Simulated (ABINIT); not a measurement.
# WC (Qusongite) (P-6m2) in ABINIT: settings compared, part 2 of 2

ABINIT 10.8.3 (patched build). The steps go on from the part before.

## 6. Single point, r2SCAN

File run.abi:

```
# Pseudopotentials
pp_dirpath "./"
pseudos "W.GGA_PBE-JTH.xml, C.GGA_PBE-JTH.xml"

# Structure
acell 5.4924889812 5.4924889812 5.3603971251
rprim
     1.0000000000     0.0000000000     0.0000000000
    -0.5000000000     0.8660254038     0.0000000000
     0.0000000000     0.0000000000     1.0000000000
ntypat 2
znucl 74 6
natom 2
typat 1 2
xred
     0.0000000000     0.0000000000     0.0000000000
     0.6666666667     0.3333333333     0.5000000000

# Plane-wave basis
ecut 23.0
pawecutdg 45.0

# k points
kptopt 1
ngkpt 4 4 4
nshiftk 1
shiftk 0.0 0.0 0.0

# Exchange and correlation
ixc -497498
usekden 1
pawxcdev 0

# Bands and occupations
nband 13
occopt 3
tsmear 0.00183747

# SCF cycle
nstep 100
tolvrs 1.0e-7

# Output
iomode 3
prtwf 0
prteig 0
prtebands 0
enunit 1
prtden 1
prtvha 1
prtvclmb 1
prtpot 1
```

Potentials or basis: JTH PAW PBE v2.0.

The run is started by

```
$ abinit run.abi > log 2>&1
```

run.abo:

```text
.Version 10.8.3 of ABINIT
 Symmetries : space group P-6 m 2 (#187); Bravais hP (primitive hexag.)
================================================================================
 Values of the parameters that define the memory need of the present run
     intxc =       0    ionmov =       0      iscf =      17    lmnmax =      18
     lnmax =       6     mgfft =      24  mpssoang =       3    mqgrid =    3001
     natom =       2  nloc_mem =       2    nspden =       1   nspinor =       1
    nsppol =       1      nsym =      12    n1xccc =       1    ntypat =       2
    occopt =       3   xclevel =       2
       mpw =         748          nfft =       13824          nkpt =          12
 PAW method is used; the additional fine FFT grid is defined by:
   mgfftf=        36    nfftf =     46656
================================================================================
================================================================================

--------------------------------------------------------------------------------
------------- Echo of variables that govern the present computation ------------
--------------------------------------------------------------------------------
 -outvars: echo values of preprocessed input variables --------
            acell      5.4924889812E+00  5.4924889812E+00  5.3603971251E+00 Bohr
              amu      1.83850000E+02  1.20110000E+01
             ecut      2.30000000E+01 Hartree
           enunit           1
              ixc     -497498
         kptrlatt        4    0    0      0    4    0      0    0    4
          kptrlen      2.14415885E+01
            natom           2
[... 217 lines left out ...]
internal            : -3.18131673763479E+01
'-kT*entropy'       : -1.30551476166060E-04
total_energy_dc     : -3.18132979278241E+01
total_energy_dc_eV  : -8.65683937672489E+02
...

--- !EnergyTermsWithPAWCore
iteration_state     : {dtset: 1, }
comment             : 'Components of total free energy, including PAW core contributions'
Total energy        : -1.61815514604656E+04
Total energy DC     : -1.61815515090235E+04
Total energy (eV)   : -4.40322446849949E+05
Total energy DC (eV): -4.40322448171276E+05
...

 Cartesian components of stress tensor (hartree/bohr^3)
  sigma(1 1)= -2.32396190E-04  sigma(3 2)=  0.00000000E+00
  sigma(2 2)= -2.32396192E-04  sigma(3 1)=  0.00000000E+00
  sigma(3 3)=  5.70490283E-05  sigma(2 1)=  0.00000000E+00

-Cartesian components of stress tensor (GPa)         [Pressure=  3.9987E+00 GPa]
- sigma(1 1)= -6.83733197E+00  sigma(3 2)=  0.00000000E+00
- sigma(2 2)= -6.83733202E+00  sigma(3 1)=  0.00000000E+00
- sigma(3 3)=  1.67844036E+00  sigma(2 1)=  0.00000000E+00

== END DATASET(S) ==============================================================
================================================================================

 -outvars: echo values of variables after computation  --------
            acell      5.4924889812E+00  5.4924889812E+00  5.3603971251E+00 Bohr
           etotal     -3.1813297928E+01
            fcart     -0.0000000000E+00 -1.8114622493E-27 -0.0000000000E+00
                      -0.0000000000E+00  1.8114622493E-27 -0.0000000000E+00
            rprim      1.0000000000E+00  0.0000000000E+00  0.0000000000E+00
                      -5.0000000000E-01  8.6602540380E-01  0.0000000000E+00
                       0.0000000000E+00  0.0000000000E+00  1.0000000000E+00
           strten     -2.3239619022E-04 -2.3239619191E-04  5.7049028266E-05
                       0.0000000000E+00  0.0000000000E+00  0.0000000000E+00
           xangst      0.0000000000E+00  0.0000000000E+00  0.0000000000E+00
                       1.4532499990E+00  8.3903427814E-01  1.4182999990E+00
             xred      0.0000000000E+00  0.0000000000E+00  0.0000000000E+00
                       6.6666666667E-01  3.3333333333E-01  5.0000000000E-01
 Calculation completed.
```

Wall time 25 s (1 thread of Arm Neoverse V1, shared host); peak memory 0.11 GiB.

What came out:

```
Free energy                                           : -865.6839 eV
Pressure                                              : 4.0 GPa
Band gap on the k mesh                                : none (metal or under the smearing width)
Valence electrons inside the program's atomic spheres : W 11.87; C 2.48
```

Stress tensor (GPa, compression positive):
```
 6.84  0.00  0.00
 0.00  6.84  0.00
 0.00  0.00 -1.68
```

Levels at points of the mesh, in eV from the Fermi level:
```tsv
k point	band 5	band 6	band 7	band 8	band 9	band 10	band 11	band 12	band 13
(0.00, 0.00, 0.00)	-15.88	-5.15	-4.13	-4.13	-0.54	2.74	2.74	5.31	5.31
(0.50, 0.00, 0.00)	-12.46	-7.97	-4.41	-4.35	-1.15	1.82	4.07	4.43	6.66
(0.00, 0.00, 0.50)	-11.77	-9.63	-2.75	-2.75	-1.24	-1.24	3.13	4.22	4.22
(0.50, 0.00, 0.50)	-12.65	-7.36	-5.14	-5.02	-0.41	3.93	4.78	6.34	9.02
```

Caveat: the k mesh is coarse (spacing up to 0.62 Å⁻¹), so the values aren't converged; totals of a meta-GGA on PAW files have another zero than those of a GGA; the PAW data sets were made with another functional, which shifts forces and pressure a little. The run has no spin-orbit coupling, so splittings on W are missing.

## 7. Summary

| task | level | potentials or basis | cell | k mesh | cutoff (eV) | fine-grid cutoff | cell freedom (optcell) | cutoff smearing ecutsm (Ha) | optimiser (ionmov) | force stop (Ha/bohr) | mesh quality | gap on the mesh (eV) | pressure (GPa) |
| --- | --- | --- | --- | --- | --- | --- | --- | --- | --- | --- | --- | --- | --- |
| single point | PBEsol | JTH PAW PBE v2.0 | as given | 8 × 8 × 7 | 544 | 1088.46 eV | - | - | - | - | not flagged | none | -2.7 |
| single point | PBE | JTH PAW PBE v2.0 | as given | 13 × 13 × 12 | 517 | 1034.03 eV | - | - | - | - | not flagged | none | 6.2 |
| relaxation of cell and atoms | LDA-PZ | JTH PAW LDA v2.0 | relaxed | 10 × 10 × 9 | 544 | 1088.46 eV | 2 | 0.5 | 2 | 0.0001 | not flagged | none | 0.0 |
| single point | PBE | JTH PAW PBE v2.0 | as given | 8 × 8 × 7 | 517 | 1034.03 eV | - | - | - | - | not flagged | none | 6.2 |
| single point | r2SCAN | JTH PAW PBE v2.0 | as given | 4 × 4 × 4 | 626 | 1224.51 eV | - | - | - | - | coarse | none | 4.0 |

Alike in all rows: no spin polarisation; smearing fermi-dirac 0.05 eV.

Caveats: some runs use coarse meshes; the PAW data sets were made with another functional, which shifts forces and pressure a little (some runs); totals of a meta-GGA on PAW files have another zero than those of a GGA (some runs).

Absolute energies hang on the potentials; compare differences alone.
